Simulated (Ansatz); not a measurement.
# SrO (WC type): equation of state and elastic constants

One table from this session's results is given with a row withheld; the runs are named, their logs left out.

Program: Ansatz 0.2.0. Level of theory: DFT PBEsol, scalar-relativistic, plane waves, PAW. These are calculated values, not measurements.

## The starting structure

Symmetry: P-6m2, No. 187, hexagonal system. Conventional cell: a = 3.478 Å, b = 3.478 Å, c = 3.158 Å, α = 90.00°, β = 90.00°, γ = 120.00°. Around Sr (site symmetry -6m2) lie 6 O at 2.55 Å. O (site symmetry -6m2) is surrounded by 6 Sr at 2.55 Å.

Coordinates:

```cif
data_structure
_symmetry_space_group_name_H-M 'P 1'
_symmetry_Int_Tables_number 1
_cell_length_a 3.4780
_cell_length_b 3.4780
_cell_length_c 3.1580
_cell_angle_alpha 90.000
_cell_angle_beta 90.000
_cell_angle_gamma 120.000
_cell_volume 33.08
loop_
_atom_site_label
_atom_site_type_symbol
_atom_site_fract_x
_atom_site_fract_y
_atom_site_fract_z
_atom_site_occupancy
Sr1 Sr 0.00000 0.00000 0.00000 1
O1 O 0.66667 0.33333 0.50000 1
```

An earlier run at PBEsol left this cell at 16.542 Å³/atom and 0.00 GPa (10×10×10 mesh).

Volume factors to run: 0.980, 1.020, 0.960, 1.040.

The first run:

input.yaml reads:

```yaml
crystal:
  lattice:
    - [3.4546942326, 0.0, 0.0]
    - [-1.7273471163, 2.9918529677, 0.0]
    - [0.0, 0.0, 3.1368147702]
  atoms:
    - { symbol: Sr, position: [0.0, 0.0, 0.0] }
    - { symbol: O, position: [0.6666666667, 0.3333333333, 0.5] }
basis:
  ecutwfc: 420
  ecutrho_ratio: 4
kpoints:
  mp_grid: { grid: [10, 10, 10] }
hamiltonian:
  xc: pbesol
scf:
  occupations: { method: gaussian, width: 0.05 }
output:
  forces: true
  stress: true
  eigenvalues: true
relax:
  f_tol: 0.01
  max_steps: 40
  cell: { stress_tol: 0.1, fix: [volume] }
```

Steps of the session up to this table: Scaling the volume by 0.980; Scaling the volume by 1.020; Volume × 0.960; At 1.040 of the relaxed volume.

One of the session's tables, all rows but one given; the rest of the session is left out.

It belongs to the step «Energy and pressure against volume». 

| volume (Å³/atom) | energy (meV/atom) | pressure (GPa) | gap (eV) |
| --- | --- | --- | --- |
| 15.880 | 7.81 | 3.90 | 2.88 |
| 16.211 | 1.90 | 1.85 | 2.85 |
| 16.542 | 0.00 | 0.00 | 2.81 |
| 16.873 | ? | ? | ? |
| 17.203 | 6.75 | -3.15 | 2.71 |

Estimate the missing values for volume (Å³/atom) = 16.873.

Worked estimate for «energy (meV/atom)». A straight line through the neighbours (16.542, 0.00) and (17.203, 6.75) gives 0.00 + (6.75 − 0.00) × (16.873 − 16.542) / (17.203 − 16.542) = 3.38; a parabola fitted to 3 rows on both sides gives 1.62.

The run gave: energy (meV/atom): 1.77; pressure (GPa): -1.66; gap (eV): 2.76. In «energy (meV/atom)» the line misses by +1.61 and the parabola by -0.15.
